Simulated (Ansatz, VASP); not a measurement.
SiC: VASP beside Ansatz

Contents of INCAR:

```
SYSTEM = SiC
PREC = Accurate ; ENCUT = 520
EDIFF = 1E-7 ; ISMEAR = 0
SIGMA = 0.01 ; LREAL = .FALSE.
LASPH = .TRUE. ; NELM = 80
ALGO = Normal ; ISIF = 2
LWAVE = .FALSE. ; LCHARG = .FALSE.
GGA = CA ; NBANDS = 11
```

File KPOINTS:

```
regular mesh
0
G
  10 10 10
  0 0 0
```

The input POSCAR:

```
SiC
1.0
    2.1861302415      2.1861302415      0.0000000000
   -2.1861302415      2.1861302415      0.0000000000
    0.0000000000      2.1861302415      2.1490060210
Si C
1 1
Direct
    0.0000000000      0.0000000000      0.0000000000
    0.7500000000      0.2500000000      0.5000000000
```

Input for Ansatz:

```yaml
crystal:
  lattice:
    - [2.18613024148, 2.18613024148, 0.0]
    - [-2.18613024148, 2.18613024148, 0.0]
    - [0.0, 2.18613024148, 2.14900602105]
  atoms:
    - { symbol: Si, position: [0.0, 0.0, 0.0] }
    - { symbol: C, position: [0.75, 0.25, 0.5] }
kpoints:
  mp_grid: { grid: [10, 10, 10] }
scf:
  occupations: { method: fixed }
  convergence: { dr2_threshold: 1.0e-10 }
hamiltonian:
  xc: lda
  pseudopotentials: { kind: all_electron, lapw: { basis_error: 0.0005 } }
output:
  forces: true
  stress: true
  eigenstates:
    kpoints:
      - [0.0, 0.0, 0.0]
      - [-0.5, 0.5, 0.0]
      - [-0.5, -0.5, -0.5]
      - [0.0, 0.0, -0.5]
      - [0.0, -0.5, -0.5]
      - [0.0, 0.5, 0.0]
      - [-0.5, 0.0, 0.0]
      - [-0.5, 0.0, -0.5]
  eigenvalues: true
```

Change from the starting cell: film at in-plane strain +0.01.

Alike in both runs: task single point; functional LDA; k mesh 10 × 10 × 10; no spin polarisation.

```csv
,VASP,Ansatz
version,VASP 6.6.1,Ansatz 0.2.0
potentials or method,"VASP PAW LDA potentials, release 64 (Si, C)","all-electron LAPW, scalar-relativistic"
plane-wave cutoff (eV),520,see its input
occupations,"gaussian, width 0.01 eV",fixed
```

```tsv
	VASP	Ansatz	Ansatz less VASP
gap on the k mesh at the Fermi level (eV)	1.12	1.13	+0.012
pressure (GPa)	-2.5	-2.9	-0.42
largest component of the traceless stress (GPa)	2.86	2.87	+0.004
```

Ansatz ran all-electron here, so the differences hold the error of VASP's frozen core and of both bases.

A k mesh can miss the band edges.
